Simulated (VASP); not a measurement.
CoSi, 8 atoms in the cell. The structure is cubic, space group P2_13 (No. 198). The conventional cell has a = 4.438 Å, b = 4.438 Å, c = 4.438 Å, α = 90.00°, β = 90.00°, γ = 90.00°. Around Co (site symmetry 3) lie 7 Si at 2.28 to 2.47 Å. Si (site symmetry 3) has 7 Co at 2.28 to 2.47 Å as nearest neighbours. 

| Item | Value |
| --- | --- |
| Program | VASP 6.6.1 |
| Task | single point |
| Functional | r2SCAN |
| Potentials or basis | VASP PAW PBE potentials, release 64 (Co, Si) |
| Cutoff | 520 eV |
| k mesh | 5 × 5 × 5 |
| Occupations | fermi-dirac, width 0.05 eV |
| Spin | collinear spin, ferromagnetic start |
| Starting moments | [2.0, 2.0, 2.0, 2.0, 0.0, 0.0, 0.0, 0.0] μB |
| Further INCAR settings | ALGO = Normal; EDIFF = 1e-06 |

Potentials or basis: VASP PAW PBE potentials, release 64 (Co, Si).

Launch:

```sh
$ cat potpaw_PBE.64/Co/POTCAR potpaw_PBE.64/Si/POTCAR > POTCAR
$ mpirun -np 1 vasp_std > vasp.out
```

Hardware: 1 thread of Intel(R) Xeon(R) 6975P-C (Granite Rapids) (shared host).

Q: How long does it take, and how much memory?

A: Run time: 2.8 min on 1 thread of Intel(R) Xeon(R) 6975P-C (Granite Rapids) (shared host), peak memory 0.28 GiB. Counts: scf iterations 18, k points 11.
